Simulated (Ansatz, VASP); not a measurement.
# One calculation of BN, two programs

Contents of INCAR:

```
  PREC = Accurate
  ENCUT = 520
  EDIFF = 1E-6
  ISMEAR = -1
  SIGMA = 0.05
  LREAL = False
  LASPH = True
  NELM = 80
  ALGO = Normal
  ISIF = 2
  LWAVE = False
  LCHARG = False
  GGA = PS
  NBANDS = 16
```

File KPOINTS:

```
Automatic mesh
0
Gamma
  12 12 4
```

POSCAR

```
BN
1.0
    2.4814727834      0.0000000000      0.0000000000
   -1.2407363917      2.1490184693      0.0000000000
    0.0000000000      0.0000000000      6.5911637588
N B
2 2
Direct
    0.6666666667      0.3333333333      0.2500000000
    0.3333333333      0.6666666667      0.7500000000
    0.6666666667      0.3333333333      0.7500000000
    0.3333333333      0.6666666667      0.2500000000
```

input.yaml

```yaml
crystal:
  lattice:
    - [2.4814727834, 0.0, 0.0]
    - [-1.2407363917, 2.1490184693, 0.0]
    - [0.0, 0.0, 6.5911637588]
  atoms:
    - { symbol: "N", position: [0.6666666667, 0.3333333333, 0.25] }
    - { symbol: "N", position: [0.3333333333, 0.6666666667, 0.75] }
    - { symbol: B, position: [0.6666666667, 0.3333333333, 0.75] }
    - { symbol: B, position: [0.3333333333, 0.6666666667, 0.25] }
kpoints:
  mp_grid: { grid: [12, 12, 4] }
scf:
  occupations: { method: fermi_dirac, width: 0.05 }
hamiltonian:
  xc: pbesol
  pseudopotentials: { kind: all_electron, lapw: { basis_error: 0.001 } }
output:
  forces: true
  stress: true
  eigenvalues: true
```

Change from the starting cell: volume scaled by 0.98.

Alike in both runs: task single point; functional PBEsol; k mesh 12 × 12 × 4; occupations fermi-dirac, width 0.05 eV; no spin polarisation.

|  | VASP | Ansatz |
| --- | --- | --- |
| version | VASP 6.6.1 | Ansatz 0.2.0 |
| potentials or method | VASP PAW PBE potentials, release 64 (N, B) | all-electron LAPW, scalar-relativistic |
| plane-wave cutoff (eV) | 520 | see its input |

Ansatz gave:

- gap on the k mesh at the Fermi level (eV): 4.21
- least direct gap on the mesh (eV): 4.65
- pressure (GPa): 7.4
- largest component of the traceless stress (GPa): 6.20

Task: What did VASP give for the same quantities?

Result: gap on the k mesh at the Fermi level (eV): 4.20; least direct gap on the mesh (eV): 4.64; pressure (GPa): 7.7; largest component of the traceless stress (GPa): 6.70.

Ansatz ran all-electron here, so the differences hold the error of VASP's frozen core and of both bases.

Caveats: this functional lacks dispersion, which binds the layers, so the pressure and a relaxed spacing across them are unreliable; the PAW data sets were made with another functional, which shifts forces and pressure a little (VASP). A k mesh can miss the band edges.
